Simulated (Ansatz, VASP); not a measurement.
Two plane-wave programs on MgB2

```
Mg B
1.0
     3.08500    0.00000    0.00000
    -1.54250    2.67169    0.00000
     0.00000    0.00000    3.52300
Mg B
1 2
Direct
  0.00000 0.00000 0.00000
  0.66667 0.33333 0.50000
  0.33333 0.66667 0.50000
```

Alike in both runs: task single point; functional PBE; k mesh 10 × 10 × 8; occupations gaussian, width 0.016 eV; no spin polarisation.

|  | VASP | Ansatz |
| --- | --- | --- |
| version | VASP 6.6.1 | Ansatz 0.2.0 |
| potentials or method | VASP PAW PBE potentials, release 64 (Mg, B) | Ansatz PAW |
| plane-wave cutoff (eV) | 520 | 420 |
| valence electrons in the cell | 8 | 16 |

|  | VASP | Ansatz | Ansatz less VASP |
| --- | --- | --- | --- |
| gap on the k mesh at the Fermi level (eV) | none | none | - |
| pressure (GPa) | -1.1 | -0.9 | +0.26 |
| largest component of the traceless stress (GPa) | 0.72 | 0.60 | -0.115 |

A gap of «none» marks a metal or a gap that the smearing closes. The two sets of potentials don't hold the same shells in valence.
